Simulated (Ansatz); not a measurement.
# Fe3Ge: the cost of one run

Computed with Ansatz 0.2.0 (DFT PBEsol, scalar-relativistic, plane waves, PAW, unless a step's input says otherwise).

5 further runs of the same task are left out: 1 that didn't finish, 4 set aside as unsound or not needed.

## 1. The system as given

Symmetry: Fm-3m, No. 225, cubic system. The conventional cell has a = 5.528 Å, b = 5.528 Å, c = 5.528 Å, α = 90.00°, β = 90.00°, γ = 90.00°. Fe (site symmetry -43m) has 4 Si at 2.39 Å and 4 Fe at 2.39 Å as nearest neighbours. Fe (site symmetry m-3m) has 8 Fe at 2.39 Å and 6 Si at 2.76 Å as nearest neighbours. Si (site symmetry m-3m) is surrounded by 14 Fe at 2.39 to 2.76 Å.

Coordinates:

```
Fe Si
1.0
     0.00000    2.76411    2.76411
     2.76411    0.00000    2.76411
     2.76411    2.76411    0.00000
Fe Si
3 1
Direct
  0.75000 0.75000 0.75000
  0.25000 0.25000 0.25000
  0.50000 0.50000 0.50000
  0.00000 0.00000 0.00000
```

It goes back to an entry of the Materials Project, which need not be the stable form.

This cell was relaxed beforehand with the same method: volume 10.56 Å³/atom, gap on the mesh none (metal), site moments up to 2.5 μB.

## 2. Si → Ge: the starting cell

Fe3Ge starts from the relaxed positions of Fe3Si, with all lengths scaled by 1.012, a guess from tabulated radii. Atoms that may carry a moment start with parallel spins.

## 3. Quick check of gap, pressure and forces (Fe3Ge)

input.yaml

```yaml
crystal:
  lattice:
    - [0.0, 2.7968436767, 2.7968436767]
    - [2.7968436767, 0.0, 2.7968436767]
    - [2.7968436767, 2.7968436767, 0.0]
  atoms:
    - { symbol: Fe, position: [0.75, 0.75, 0.75], spin: 4.0 }
    - { symbol: Fe, position: [0.25, 0.25, 0.25], spin: 4.0 }
    - { symbol: Fe, position: [0.5, 0.5, 0.5], spin: 4.0 }
    - { symbol: Ge, position: [0.0, 0.0, 0.0] }
basis:
  ecutwfc: 420
kpoints:
  mp_grid: { grid: [6, 6, 6] }
hamiltonian:
  xc: pbesol
scf:
  occupations: { method: gaussian, width: 0.1 }
  lower_state_search: "off"
output:
  forces: true
  stress: true
  eigenvalues: true
  populations: true
magnetization:
  spin_polarized: true
```

The run is started by

```sh
ansatz run input.yaml --threads 1 --pin off --max-ram 2560MiB --backend cpu --events-out ev --progress --plain --runs-dir out
```

**Question.** How long does this run take on 1 thread of Intel Xeon 6975P-C (Granite Rapids), shared host, and how much memory does it need?

About 3 s, with a peak of 0.4 GiB.
